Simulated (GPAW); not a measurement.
## Zr2C(OH)2 MXene monolayer: work function by functional and basis

Aim: the work function of both faces of Zr2C(OH)2 MXene monolayer, and its spread over functionals and bases.

Calculated with GPAW 26.7.0; GPAW, PAW setups; layer in a repeated cell with vacuum, relaxation of atoms and in-plane cell, in the first sound run; inputs show where later runs differ.

### 1. Set-up

The cell holds 7 atoms: 2 H, 2 O, 2 Zr and 1 C. Cell: a = 3.289 Å, b = 3.289 Å, c = 24.913 Å, α = 90.0°, β = 90.0°, γ = 120.0°. Vacuum lies along c.

### 2. Relaxation

The atoms are relaxed first, since the surface dipole, and with it the work function, follows the positions of the outer layers.

Input file run.py:

```python
import json
import numpy as np
from ase import Atoms
from ase.filters import FrechetCellFilter
from ase.optimize import BFGS
from gpaw import GPAW, PW

slab = Atoms(
    ['H', 'O', 'Zr', 'C', 'Zr', 'O', 'H'],
    positions=[
        [-0.00000, 1.89891, 9.00000],
        [-0.00000, 1.89891, 9.98000],
        [1.64450, 0.94945, 11.15872],
        [0.00000, 0.00000, 12.45647],
        [-0.00000, 1.89891, 13.75423],
        [1.64450, 0.94945, 14.93295],
        [1.64450, 0.94945, 15.91295]],
    cell=[[3.289, 0.0, 0.0], [-1.6445, 2.84836, 0.0], [0.0, 0.0, 24.9129]],
    pbc=[True, True, True])

slab.calc = GPAW(mode=PW(600), xc='PBE', kpts={'size': (12, 12, 1), 'gamma': True},
                 occupations={'name': 'fermi-dirac', 'width': 0.05}, nbands='160%',
                 convergence={'density': 1e-05}, maxiter=200,
                 symmetry={'tolerance': 1e-3}, txt='slab.txt')
result = {}
# The in-plane cell is free; stress needs a cell that repeats along all three vectors
path = []
opt = BFGS(FrechetCellFilter(slab, mask=[1, 1, 0, 0, 0, 1]), maxstep=0.2)
opt.attach(lambda: path.append((slab.get_potential_energy(), slab.positions.tolist(), slab.get_forces().tolist())))
result['relaxed'] = bool(opt.run(fmax=0.02, steps=45))
result['path'] = path
result['cell'] = slab.cell.tolist()
print('in-plane lattice', slab.cell.cellpar().round(4)[[0, 1, 5]])
energy = slab.get_potential_energy()
fermi = slab.calc.get_fermi_level()
v = slab.calc.get_electrostatic_potential().mean((0, 1)) - fermi
n = slab.calc.get_pseudo_density().mean((0, 1))
L = slab.cell[2, 2]
z = np.arange(len(v)) * L / len(v)
low, high = slab.positions[:, 2].min(), slab.positions[:, 2].max()
below, above = np.interp([low - 6.8, high + 6.8], z, v)
slopes = [np.interp(x, z, np.gradient(v, z)) for x in (low - 6.8, high + 6.8)]
eps = np.array([[slab.calc.get_eigenvalues(k, s) for k in range(len(slab.calc.get_ibz_k_points()))]
                for s in range(slab.calc.get_number_of_spins())]) - fermi
top, bottom = eps[eps < 0].max(), eps[eps > 0].min()
dipole = slab.get_dipole_moment()[2]
print(f'energy {energy:.4f} eV, Fermi level {fermi:.4f} eV, dipole {dipole:.5f} e A')
print(f'potential 6.8 A off the faces, from the Fermi level: lower {below:.4f} eV, upper {above:.4f} eV')
print(f'slope of the potential there: lower {slopes[0]:.5f}, upper {slopes[1]:.5f} eV/A')
print(f'nearest levels on the mesh: {top:.4f} and {bottom:.4f} eV')
print('magnetic moment', round(slab.get_magnetic_moment(), 3))
result.update(energy=energy, fermi=fermi, dipole=dipole, below=below, above=above, slopes=slopes, edges=[top, bottom],
              z=z.tolist(), v=v.tolist(), n=n.tolist(), positions=slab.positions.tolist(),
              forces=slab.get_forces(apply_constraint=False).tolist(), moments=slab.get_magnetic_moments().tolist())
json.dump(result, open('result.json', 'w'))
```

On the command line:

```console
$ OMP_NUM_THREADS=1 OPENBLAS_NUM_THREADS=1 python run.py
```

Log:

```text
Step          Energy          fmax
BFGS:    0      -50.803239        2.600543
BFGS:    1      -50.998114        1.369820
BFGS:    2      -51.100347        0.410896
BFGS:    3      -51.109708        0.303216
BFGS:    4      -51.145638        0.406109
BFGS:    5      -51.161810        0.266440
BFGS:    6      -51.166809        0.121579
BFGS:    7      -51.166779        0.125938
BFGS:    8      -51.166059        0.119442
BFGS:    9      -51.163554        0.144696
BFGS:   10      -51.158816        0.164458
BFGS:   11      -51.153582        0.104402
BFGS:   12      -51.152174        0.030314
BFGS:   13      -51.152725        0.003785
in-plane lattice [  3.2769   3.2769 120.    ]
energy -51.1413 eV, Fermi level 1.5448 eV, dipole 0.00079 e A
potential 6.8 A off the faces, from the Fermi level: lower 2.0999 eV, upper 2.0974 eV
slope of the potential there: lower -0.00017, upper 0.00138 eV/A
nearest levels on the mesh: -0.0139 and 0.0003 eV
magnetic moment 0.0
```

The job ended after 14 min (1 thread of Intel Xeon Platinum 8488C (Sapphire Rapids), shared host; peak memory 0.52 GiB).

This step gave:

| Property | Result |
| --- | --- |
| dipole along the normal | 7.86e-4 e·Å |
| levels nearest the Fermi level on the mesh | -0.01389, 3.33e-4 eV from the Fermi level |

The electrostatic potential energy of an electron (without an applied field's), less the Fermi level, planar mean by z:

z (Å), electrostatic potential energy of an electron (without an applied field's), less the Fermi level, planar mean (eV) and a bar from the least value:
```
      0.0        2.1 ##############################
      0.5        2.1 ##############################
      1.0        2.1 ##############################
      1.5        2.1 ##############################
      2.0        2.1 ##############################
      2.5        2.1 ##############################
      3.0        2.1 ##############################
      3.5        2.1 ##############################
      4.0        2.1 ##############################
      4.5        2.1 ##############################
      5.0        2.1 ##############################
      5.5        2.0 ##############################
      6.0        2.0 ##############################
      6.5        1.9 ##############################
      7.0        1.8 ##############################
      7.5        1.5 #############################
      8.0        1.1 #############################
      8.5        0.1 ###########################
      9.0       -0.8 ##########################
      9.5       -3.2 #######################
     10.0       -8.6 ################
     10.5       -7.9 #################
     11.0      -20.2 
     11.5      -17.7 ###
     12.0       -7.7 #################
     12.5      -11.0 ############
     13.0       -8.4 ################
     13.5      -19.8 
     14.0      -18.1 ###
     14.5       -6.7 ##################
     15.0       -9.5 ##############
     15.5       -1.8 #########################
     16.0       -1.1 ##########################
     16.5        0.3 ############################
     17.0        1.2 #############################
     17.5        1.6 #############################
     18.0        1.8 ##############################
     18.5        1.9 ##############################
     19.0        2.0 ##############################
     19.5        2.0 ##############################
     20.0        2.1 ##############################
     20.5        2.1 ##############################
     21.0        2.1 ##############################
     21.5        2.1 ##############################
     22.0        2.1 ##############################
     22.5        2.1 ##############################
     23.0        2.1 ##############################
     23.5        2.1 ##############################
     24.0        2.1 ##############################
     24.5        2.1 ##############################
```

The pseudo valence density, planar mean oscillates, so the rows of the table below give means over windows of 1.38 Å about each position, cut where the curve ends. Its maxima inside the range that stand out by 2 % of the span (Å: e/Å³): 9.9: 0.824, 11.2: 1.16, 13.7: 1.16, 15.1: 0.824. Its minima: 10.6: 0.434, 12.8: 0.517, 14.4: 0.434.

Pseudo valence density, planar mean against z; means over each step:

| z (Å) | pseudo valence density, planar mean (e/Å³) |
| --- | --- |
| 3.45 | 4.0e-5 |
| 4.83 | 2.3e-4 |
| 6.21 | 0.00106 |
| 7.59 | 0.00687 |
| 8.97 | 0.222 |
| 10.35 | 0.650 |
| 11.73 | 0.742 |
| 13.11 | 0.714 |
| 14.49 | 0.668 |
| 15.87 | 0.258 |
| 17.25 | 0.00832 |
| 18.63 | 0.00114 |
| 20.01 | 2.5e-4 |
| 21.39 | 4.5e-5 |

The relaxation lowered the energy of the cell by 0.347 eV (energies extrapolated to zero smearing; the optimiser's log prints free energies). The largest force left on a free atom is 0.0038 eV/Å.

### 3. Plane waves, PBE

With the geometry fixed, the planar mean of the potential gives the vacuum level on each side.

This step: GPAW, PAW setups; slab in vacuum (GPAW 26.7.0).

The cell differs from the one that the last finished run ended in (c 24.913 → 25.182 Å).

Input file run.py:

```python
import json
import numpy as np
from ase import Atoms
from gpaw import GPAW, PW

slab = Atoms(
    ['H', 'O', 'Zr', 'C', 'Zr', 'O', 'H'],
    positions=[
        [0.00000, 1.89192, 9.00000],
        [0.00000, 1.89192, 9.97622],
        [1.63844, 0.94595, 11.33937],
        [-0.00000, -0.00000, 12.59094],
        [0.00000, 1.89192, 13.84251],
        [1.63844, 0.94595, 15.20567],
        [1.63844, 0.94595, 16.18189]],
    cell=[[3.27688, -0.0, 0.0], [-1.63844, 2.83787, 0.0], [0.0, 0.0, 25.1819]],
    pbc=[True, True, False])

slab.calc = GPAW(mode=PW(500), xc='PBE', kpts={'size': (12, 12, 1), 'gamma': True},
                 occupations={'name': 'fermi-dirac', 'width': 0.05}, nbands='160%',
                 convergence={'density': 1e-05}, maxiter=200,
                 poissonsolver={'dipolelayer': 'xy'},
                 symmetry={'tolerance': 1e-3}, txt='slab.txt')
result = {}
energy = slab.get_potential_energy()
fermi = slab.calc.get_fermi_level()
v = slab.calc.get_electrostatic_potential().mean((0, 1)) - fermi
n = slab.calc.get_pseudo_density().mean((0, 1))
L = slab.cell[2, 2]
z = np.arange(len(v)) * L / len(v)
low, high = slab.positions[:, 2].min(), slab.positions[:, 2].max()
below, above = np.interp([low - 6.8, high + 6.8], z, v)
slopes = [np.interp(x, z, np.gradient(v, z)) for x in (low - 6.8, high + 6.8)]
eps = np.array([[slab.calc.get_eigenvalues(k, s) for k in range(len(slab.calc.get_ibz_k_points()))]
                for s in range(slab.calc.get_number_of_spins())]) - fermi
top, bottom = eps[eps < 0].max(), eps[eps > 0].min()
dipole = slab.get_dipole_moment()[2]
print(f'energy {energy:.4f} eV, Fermi level {fermi:.4f} eV, dipole {dipole:.5f} e A')
print(f'potential 6.8 A off the faces, from the Fermi level: lower {below:.4f} eV, upper {above:.4f} eV')
print(f'slope of the potential there: lower {slopes[0]:.5f}, upper {slopes[1]:.5f} eV/A')
print(f'nearest levels on the mesh: {top:.4f} and {bottom:.4f} eV')
print('magnetic moment', round(slab.get_magnetic_moment(), 3))
result.update(energy=energy, fermi=fermi, dipole=dipole, below=below, above=above, slopes=slopes, edges=[top, bottom],
              z=z.tolist(), v=v.tolist(), n=n.tolist(), positions=slab.positions.tolist(),
              forces=slab.get_forces(apply_constraint=False).tolist(), moments=slab.get_magnetic_moments().tolist())
json.dump(result, open('result.json', 'w'))
```

Log:

```text
energy -50.4054 eV, Fermi level 1.5041 eV, dipole -0.00025 e A
potential 6.8 A off the faces, from the Fermi level: lower 2.0991 eV, upper 2.1040 eV
slope of the potential there: lower -0.00100, upper 0.00100 eV/A
nearest levels on the mesh: -0.0008 and 0.0065 eV
magnetic moment 0.0
```

It took 70 s on 1 thread; peak memory 0.3 GiB.

This step gave:

| Quantity | Value |
| --- | --- |
| dipole along the normal | -2.48e-4 e·Å |
| levels nearest the Fermi level on the mesh | -7.89e-4, 0.006506 eV from the Fermi level |
| upper work function | 2.104 eV |
| lower work function | 2.099 eV |

The electrostatic potential energy of an electron (without an applied field's), less the Fermi level, planar mean oscillates, so the rows of the table below give means over windows of 1.77 Å about each position, cut where the curve ends. Its maxima inside the range that stand out by 2 % of the span (Å: eV): 9.3: -0.293, 10.4: -5.93, 12.2: -7.68, 13.0: -7.68, 14.7: -5.92, 15.9: -0.288. Its minima: 9.0: -1.15, 10.0: -9.78, 11.4: -22.3, 12.6: -11.2, 13.8: -22.3, 15.2: -9.78, 16.2: -1.14.

The electrostatic potential energy of an electron (without an applied field's), less the Fermi level, planar mean by z; means over each step:

```
z (Å)  electrostatic potential energy of an electron (without an applied field's), less the Fermi level, planar mean (eV)
 0.89                                                                                                                2.10
 2.66                                                                                                                2.10
 4.43                                                                                                                2.09
 6.20                                                                                                                1.97
 7.97                                                                                                                1.05
 9.74                                                                                                               -4.45
11.51                                                                                                               -14.4
13.28                                                                                                               -14.0
15.05                                                                                                               -7.01
16.82                                                                                                               0.471
18.59                                                                                                                1.90
20.36                                                                                                                2.08
22.13                                                                                                                2.10
23.90                                                                                                                2.10
```

The pseudo valence density, planar mean oscillates, so the rows of the table below give means over windows of 1.31 Å about each position, cut where the curve ends. Its maxima inside the range that stand out by 2 % of the span (Å: e/Å³): 10.1: 0.803, 11.4: 1.16, 13.8: 1.16, 15.1: 0.803. Its minima: 10.6: 0.422, 12.1: 0.516, 14.5: 0.422.

The pseudo valence density, planar mean by z; means over each step:

```csv
z (Å),"pseudo valence density, planar mean (e/Å³)"
3.28,2.6e-5
4.58,1.4e-4
5.90,6.6e-4
7.21,0.00265
8.52,0.0577
9.82,0.537
11.13,0.792
12.45,0.537
13.76,0.820
15.06,0.582
16.38,0.113
17.69,0.00418
19.00,8.9e-4
20.31,2.1e-4
21.62,3.9e-5
```

Force by atom:

```csv
atom,x (eV/Å),y (eV/Å),z (eV/Å),size
H1,0.000,0.000,-0.105,0.105
O2,0.000,0.000,0.020,0.020
Zr3,0.000,0.000,0.013,0.013
C4,0.000,0.000,0.000,0.000
Zr5,0.000,0.000,-0.013,0.013
O6,0.000,0.000,-0.020,0.020
H7,0.000,0.000,0.105,0.105
```

The potential is flat to 0.001 eV/Å where it is read, so the vacuum is wide enough.

### 4. Self-consistent run: xc = "revPBE"

The same geometry under revPBE, to see how far the functional moves the levels against the vacuum.

run.py: that of step 3 with these lines changed.

```diff
@@ -18,3 +18,3 @@
 
-slab.calc = GPAW(mode=PW(500), xc='PBE', kpts={'size': (12, 12, 1), 'gamma': True},
+slab.calc = GPAW(mode=PW(500), xc='revPBE', kpts={'size': (12, 12, 1), 'gamma': True},
                  occupations={'name': 'fermi-dirac', 'width': 0.05}, nbands='160%',
```

Log:

```text
energy -48.4801 eV, Fermi level 1.6543 eV, dipole -0.00025 e A
potential 6.8 A off the faces, from the Fermi level: lower 1.9400 eV, upper 1.9448 eV
slope of the potential there: lower -0.00144, upper 0.00144 eV/A
nearest levels on the mesh: -0.0092 and 0.0023 eV
magnetic moment 0.0
```

It took 76 s on 1 thread; peak memory 0.3 GiB.

Numbers from this step:

```yaml
levels_nearest_the_fermi_level_on_the_mesh: -0.009244, 0.002331 eV from the Fermi level
upper_work_function: 1.945 eV
lower_work_function: 1.940 eV
```

The electrostatic potential energy of an electron (without an applied field's), less the Fermi level, planar mean oscillates, so the rows of the table below give means over windows of 1.77 Å about each position, cut where the curve ends. Its maxima inside the range that stand out by 2 % of the span (Å: eV): 9.3: -0.439, 10.4: -6.04, 12.2: -7.75, 13.0: -7.75, 14.7: -6.04, 15.9: -0.434. Its minima: 9.0: -1.30, 10.0: -9.91, 11.4: -22.4, 12.6: -11.3, 13.8: -22.4, 15.2: -9.90, 16.2: -1.30.

Table of electrostatic potential energy of an electron (without an applied field's), less the Fermi level, planar mean by z; means over each step:

z (Å), electrostatic potential energy of an electron (without an applied field's), less the Fermi level, planar mean (eV) and a bar from the least value:
```
     0.89        1.9 ##############################
     2.66        1.9 ##############################
     4.43        1.9 ##############################
     6.20        1.8 ##############################
     7.97        0.9 ############################
     9.74       -4.6 ##################
    11.51      -14.5 
    13.28      -14.1 #
    15.05       -7.1 #############
    16.82        0.3 ###########################
    18.59        1.7 ##############################
    20.36        1.9 ##############################
    22.13        1.9 ##############################
    23.90        1.9 ##############################
```

The pseudo valence density, planar mean oscillates, so the rows of the table below give means over windows of 1.31 Å about each position, cut where the curve ends. Its maxima inside the range that stand out by 2 % of the span (Å: e/Å³): 10.1: 0.804, 11.4: 1.16, 13.8: 1.16, 15.1: 0.804. Its minima: 10.6: 0.421, 12.1: 0.516, 14.5: 0.421.

Table of pseudo valence density, planar mean by z; means over each step:

```csv
z (Å),"pseudo valence density, planar mean (e/Å³)"
3.28,3.5e-5
4.58,1.7e-4
5.90,6.9e-4
7.21,0.00254
8.52,0.0577
9.82,0.537
11.13,0.792
12.45,0.537
13.76,0.820
15.06,0.582
16.38,0.113
17.69,0.00400
19.00,9.2e-4
20.31,2.3e-4
21.62,5.0e-5
```

Force by atom:

```csv
atom,x (eV/Å),y (eV/Å),z (eV/Å),size
H1,0.000,0.000,-0.089,0.089
O2,0.000,0.000,-0.242,0.242
Zr3,0.000,0.000,0.071,0.071
C4,0.000,0.000,0.000,0.000
Zr5,0.000,0.000,-0.071,0.071
O6,0.000,0.000,0.242,0.242
H7,0.000,0.000,0.089,0.089
```

The upper face's work function is 1.945 eV, against 2.104 eV in the first plane-wave PBE run at this geometry.

### 5. Self-consistent run: xc = "RPBE"

The same geometry under RPBE, to see how far the functional moves the levels against the vacuum.

run.py: that of step 4 with these lines changed.

```diff
@@ -18,3 +18,3 @@
 
-slab.calc = GPAW(mode=PW(500), xc='revPBE', kpts={'size': (12, 12, 1), 'gamma': True},
+slab.calc = GPAW(mode=PW(500), xc='RPBE', kpts={'size': (12, 12, 1), 'gamma': True},
                  occupations={'name': 'fermi-dirac', 'width': 0.05}, nbands='160%',
```

Log:

```text
energy -48.1874 eV, Fermi level 1.6417 eV, dipole -0.00025 e A
potential 6.8 A off the faces, from the Fermi level: lower 1.9671 eV, upper 1.9720 eV
slope of the potential there: lower -0.00130, upper 0.00130 eV/A
nearest levels on the mesh: -0.0104 and 0.0037 eV
magnetic moment 0.0
```

Elapsed: 76 s, on 1 thread; peak memory 0.3 GiB.

Numbers from this step:

```
levels nearest the Fermi level on the mesh : -0.01045, 0.003722 eV from the Fermi level
upper work function                        : 1.972 eV
lower work function                        : 1.967 eV
```

The upper face's work function is 1.972 eV, against 2.104 eV in the first plane-wave PBE run at this geometry.

[end of part 1 of 2]

[Logs are printed without paths, hosts, clocks, repeated set-up lines and the standing remarks that a program may print on its own settings, such as how far it seeks lower states.]

[Hosts, paths, dates, database ids (printed as entryN), source tags and the programs' standing remarks are cut or masked in the printed files.]
